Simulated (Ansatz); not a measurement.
# MnS under changes of volume

One of the cells (17.667 Å³/atom); the others are scaled copies at fixed shape and fractional positions:

```
Mn S
1.0
     0.00000    2.60450    2.60450
     2.60450    0.00000    2.60450
     2.60450    2.60450    0.00000
Mn S
1 1
Cartesian
  0.0000 0.0000 0.0000
  2.6045 2.6045 2.6045
```

| Property | Result |
| --- | --- |
| Program | Ansatz 0.2.0 |
| Functional | LDA |
| Potentials or basis | Ansatz PAW |
| Cutoff | 420 eV (not typed: the program's choice for these potentials) |
| k mesh | 9 × 9 × 9 |
| Occupations | fermi-dirac, width 0.05 eV |
| Spin | collinear spin, ferromagnetic start |
| Starting moments | [4.0, 0.0] μB |

```csv
volume (Å³/atom),energy over the lowest point (meV/atom),pressure (GPa),moment (μB per cell)
16.607,0.00,-10.0,4.34
16.961,22.35,-10.6,4.43
17.314,46.12,-11.1,4.50
17.667,70.88,-11.6,4.57
18.021,96.68,-12.1,4.63
18.374,123.69,-12.6,4.68
18.727,?,?,?
```

Question: What does the run at 18.727 Å³/atom give?

Answer: Energy over the lowest point 151.95 meV/atom; pressure -13.1 GPa; moment 4.72 μB per cell.

Worked out: A Birch-Murnaghan fit of order 3 (a polynomial in V^(-2/3)) to the other rows has no minimum within the range. It gives 151.51 meV/atom at 18.727 Å³/atom, against the run's 151.95, and -dE/dV = -12.8 GPa, against -13.1. A parabola through the other rows of the moment, of slope 0.107 μB per Å³/atom there, extrapolates to 4.72 μB, against the run's 4.72.

Energies are extrapolated to zero smearing.

Caveats: a cell with one magnetic atom can't hold antiferromagnetic order, which such compounds often take; the PAW data sets come from PBE, with cores solved anew for the run's functional, which leaves a small shift of forces and pressure.
